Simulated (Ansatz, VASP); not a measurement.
Sr: VASP beside Ansatz

INCAR

```
SYSTEM = Sr
ALGO = Normal
EDIFF = 1E-7
ENCUT = 520
GGA = PE
ISIF = 2
ISMEAR = -1
LASPH = .True.
LCHARG = .False.
LREAL = .False.
LWAVE = .False.
NBANDS = 11
NELM = 100
PREC = Accurate
SIGMA = 0.6
```

The input KPOINTS:

```
k-points
0
Gamma
  9 9 9
  0 0 0
```

Contents of POSCAR:

```
Sr
1.0
    0.0000000000      3.0191365063      3.0191365063
    3.0191365063      0.0000000000      3.0191365063
    3.0191365063      3.0191365063      0.0000000000
Sr
1
Direct
    0.0000000000      0.0000000000      0.0000000000
```

Input for Ansatz:

```yaml
crystal:
  lattice:
    - [0.0, 3.0191365063, 3.0191365063]
    - [3.0191365063, 0.0, 3.0191365063]
    - [3.0191365063, 3.0191365063, 0.0]
  atoms:
    - { symbol: Sr, position: [0.0, 0.0, 0.0] }
hamiltonian:
  xc: pbe
  pseudopotentials:
    kind: paw
    azcp:
      Sr: "pseudopotentials/Sr.paw.azcp"
basis:
  ecutwfc: 420
  fft_grid_basis: typed
kpoints:
  mp_grid: { grid: [9, 9, 9], shift: [0, 0, 0] }
magnetization:
  spin_polarized: false
scf:
  occupations: { method: fermi_dirac, width: 0.6 }
  lower_state_search: "off"
output:
  stress: true
  write_density: true
  write_potential: true
  elf: true
  volumetric_format: npy
```

Alike in both runs: task single point; functional PBE; k mesh 9 × 9 × 9; occupations fermi-dirac, width 0.6 eV; no spin polarisation.

|  | VASP | Ansatz |
| --- | --- | --- |
| version | VASP 6.6.1 | Ansatz 0.2.0 |
| potentials or method | VASP PAW PBE potentials, release 64 (Sr_sv) | plane waves (420 eV) with PAW, scalar-relativistic |
| plane-wave cutoff (eV) | 520 | 420 |
| valence electrons in the cell | 10 | 10 |

```csv
,VASP,Ansatz,Ansatz less VASP
pressure (GPa),0.5,0.5,-0.01
```
